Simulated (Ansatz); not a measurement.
## ZrC: frozen-core PAW against all-electron methods

```
CELL_PARAMETERS angstrom
0.00000 2.35021 2.35021
2.35021 0.00000 2.35021
2.35021 2.35021 0.00000
ATOMIC_POSITIONS crystal
Zr 0.50000 0.50000 0.50000
C 0.00000 0.00000 0.00000
```

Atom numbers follow the list: Zr1, C2.

The structure is an experimental refinement, used without relaxation.

Levels of theory: DFT, PBE, PAW with Ansatz's default frozen-core files, scalar-relativistic (Ansatz 0.2.0); DFT, PBE, all-electron PAW with datasets made for the crystal, scalar-relativistic (Ansatz 0.2.0); DFT, PBE, all-electron LAPW, scalar-relativistic (Ansatz 0.2.0).

For PAW: a Γ-centred 15×15×15 k mesh, Fermi–Dirac smearing of 0.05 eV, cutoff 420 eV, no spin polarisation. The crystal-made all-electron datasets (AE datasets) take a cutoff of 280 eV at this cell. LAPW targets a basis error of 0.5 meV/atom. The Ansatz runs share mesh, smearing and spin set-up. Plane-wave (PAW) pressures include the program's estimate of the Pulay term.

Stress and pressure are positive in compression.

Levels count from the Fermi level.

```csv
quantity,PAW,AE datasets,LAPW
pressure (GPa),?,1.24,1.24
highest filled level at U (eV),-1.562,-1.562,-1.562
lowest empty level at U (eV),1.512,1.512,1.512
highest filled level at X (eV),-1.749,-1.750,-1.750
lowest empty level at X (eV),0.068,0.067,0.067
highest filled level at Γ (eV),-11.300,-11.299,-11.299
lowest empty level at Γ (eV),0.943,0.943,0.944
```

**Question.** Fill in "PAW" for the row "pressure (GPa)".

**Answer.** 1.17.
